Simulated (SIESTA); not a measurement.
W:

```xyz
1
Lattice="-1.5823 1.5823 1.5823 1.5823 -1.5823 1.5823 1.5823 1.5823 -1.5823" Properties=species:S:1:pos:R:3 pbc="T T T"
W     0.0000    0.0000    0.0000
```

Base run:

```yaml
Program: SIESTA 5.4.2
Functional: PBE
Potentials_or_basis: PseudoDojo 0.4 standard (PBE files)
Basis: DZP (energy shift 0.003 Ry; two zetas on semicore shells)
Grid_cutoff: 800 Ry
Energy_shift: 0.003 Ry
k_mesh: 12 × 12 × 12
Occupations: fermi-dirac, width 0.05 eV
Spin: no spin polarisation
```

Its results: band gap on the k mesh none (metal or under the smearing width); pressure 9.9 GPa.

Task: The run is repeated on the same cell with these changes: functional from PBE to PBEsol; potentials or basis from PseudoDojo 0.4 standard (PBE files) to PseudoDojo 0.4 standard (PBEsol files). What comes out?

Result: Band gap on the k mesh none (metal or under the smearing width); pressure 0.9 GPa.

Caveats: short orbitals over semicore shells can move pressures by several GPa; the basis of atomic orbitals isn't converged, which shifts pressures, moduli and gaps; spin-orbit coupling is left out, which moves the levels of the heavy elements (some runs).
